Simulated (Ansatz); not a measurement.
**TiSi2: stress in a strained cell**

Aim: deform TiSi2 (equal xy, yz and zx engineering shear strains of -1 %) and compute stress, forces and field gradients with LAPW, PAW and all-electron datasets made for the crystal.

Method: DFT PBE, scalar-relativistic, in Ansatz 0.2.0.

## (1) Starting point

The structure is orthorhombic, space group Fddd (No. 70). The conventional cell has a = 4.773 Å, b = 8.236 Å, c = 8.523 Å, α = 90.00°, β = 90.00°, γ = 90.00°. Ti (site symmetry 222) has 10 Si at 2.54 to 2.75 Å as nearest neighbours. Si (site symmetry 2) has 5 Ti at 2.54 to 2.75 Å and 5 Si at 2.54 to 2.75 Å as nearest neighbours.

Coordinates:

```xyz
6
Lattice="0.0000 4.1180 4.2615 2.3865 0.0000 4.2615 2.3865 4.1180 0.0000" Properties=species:S:1:pos:R:3 pbc="T T T"
Ti    3.5797    6.1770    6.3923
Ti    2.3865    4.1180    4.2615
Si    1.1932    0.6836    2.1308
Si    1.1932    3.4344    2.1308
Si    2.3865    1.3754    4.2615
Si    2.3865    6.8606    4.2615
```

Atoms are numbered in the order of the input: Ti1, Ti2, Si3, Si4, Si5, Si6.

## (2) The deformed structure

Space group Fddd before, P-1 after.

## (3) All-electron LAPW

input.yaml reads:

```yaml
crystal:
  lattice:
    - [-0.0418975, 4.0966925, 4.24091]
    - [2.3651925, -0.03324, 4.2495675]
    - [2.36591, 4.1060675, -0.0325225]
  atoms:
    - { symbol: Ti, position: [0.75, 0.75, 0.75] }
    - { symbol: Ti, position: [0.5, 0.5, 0.5] }
    - { symbol: Si, position: [0.083, 0.417, 0.083] }
    - { symbol: Si, position: [0.417, 0.083, 0.417] }
    - { symbol: Si, position: [0.167, 0.833, 0.167] }
    - { symbol: Si, position: [0.833, 0.167, 0.833] }
kpoints:
  mp_grid: { grid: [8, 8, 8] }
  band_path:
    path:
      - [0.0, 0.0, 0.0]
      - [0.5, 0.5, 0.0]
      - [0.5, 0.0, 0.5]
      - [0.0, 0.0, 0.0]
      - [0.5, 0.0, 0.0]
      - [-0.5, -0.5, -0.5]
      - [0.0, 0.0, 0.0]
      - [0.0, 0.0, -0.5]
      - [0.0, -0.5, 0.0]
    npoints: 5
scf:
  occupations: { method: fermi_dirac, width: 0.08 }
hamiltonian:
  xc: pbe
  pseudopotentials: { kind: all_electron, lapw: { basis_error: 0.0005 } }
output:
  forces: true
  stress: true
  eigenvalues: true
```

Launch:

```sh
ansatz run input.yaml --threads 2 --pin off --max-ram 6144MiB --backend cpu --events-out ev --progress --plain --runs-dir out
```

## (4) Frozen-core PAW

input.yaml, as its differences from that of step 3:

```diff
@@ -14,14 +14,2 @@
   mp_grid: { grid: [8, 8, 8] }
-  band_path:
-    path:
-      - [0.0, 0.0, 0.0]
-      - [0.5, 0.5, 0.0]
-      - [0.5, 0.0, 0.5]
-      - [0.0, 0.0, 0.0]
-      - [0.5, 0.0, 0.0]
-      - [-0.5, -0.5, -0.5]
-      - [0.0, 0.0, 0.0]
-      - [0.0, 0.0, -0.5]
-      - [0.0, -0.5, 0.0]
-    npoints: 5
 scf:
@@ -30,3 +18,3 @@
   xc: pbe
-  pseudopotentials: { kind: all_electron, lapw: { basis_error: 0.0005 } }
+  pseudopotentials: { kind: paw }
 output:
@@ -35 +23,2 @@
   eigenvalues: true
+  efg: { contact_densities: true }
```

## (5) All-electron PAW on datasets made for the crystal

input.yaml, as its differences from that of step 4:

```diff
@@ -18,3 +18,3 @@
   xc: pbe
-  pseudopotentials: { kind: paw }
+  pseudopotentials: { kind: all_electron, datasets: crystal }
 output:
```

(Steps that only read results are left out.)

What does the calculation give? Wanted: pressure; largest shear or deviatoric stress.

**Answer**, as computed:

| quantity | value |
| --- | --- |
| pressure | LAPW 2.36, PAW 2.37, crystal datasets 2.36 GPa |
| largest shear or deviatoric stress (LAPW) | 1.59 GPa |

**Reading.** The largest part of the stress beyond the pressure is 1.59 GPa in size, in the xz component; the atoms are carried along and not relaxed. No run of the undeformed cell stands beside it, so the pressure holds what the given cell had before the change. PAW: stress within 0.01 GPa of LAPW, forces within 1 meV/Å. Crystal datasets: stress within 0.01 GPa of LAPW, forces within 1 meV/Å.
